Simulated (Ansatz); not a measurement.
Property card for Ge

These are results of Ansatz 0.2.0, DFT PBEsol, scalar-relativistic, plane waves, PAW, not measurements.

Settings: cutoff 420 eV, Γ-centred mesh 12×12×4 on the computed 8-atom cell, Gaussian smearing of 0.10 eV; no spin polarisation.

The structure is relaxed at this level of theory with its symmetry kept. This form isn't the element's structure at ambient conditions.

```xyz
8
Lattice="4.0042 0.0000 0.0000 -2.0021 3.4677 0.0000 0.0000 0.0000 13.1450" Properties=species:S:1:pos:R:3 pbc="T T T"
Ge    0.0000    0.0000    5.3475
Ge    0.0000    0.0000    7.7975
Ge    0.0000    0.0000   11.9200
Ge    0.0000    0.0000    1.2250
Ge    0.0000    2.3118    4.5237
Ge    2.0021    1.1559    8.6213
Ge    2.0021    1.1559   11.0963
Ge    0.0000    2.3118    2.0488
```

```
Space group                                                       : P6_3/mmc (No. 194)
Volume per atom                                                   : 22.82 Å³
Formation energy from the elements' standard states (uncorrected) : +0.004 eV/atom
Kohn–Sham band gap                                                : zero, with almost no states at the Fermi level
Density of states at the Fermi level                              : 0.00 states/eV per cell (so small that it hangs on the mesh: a semimetal, or crossings between mesh points)
Löwdin character within 0.5 eV of the Fermi level                 : Ge 4p 70 %, Ge 4s 26 %
Bulk modulus                                                      : 67 GPa
Its pressure derivative                                           : 4.8
Bader charges (e)                                                 : Ge (4 in the cell) 0.00, Ge (4 in the cell) 0.00
```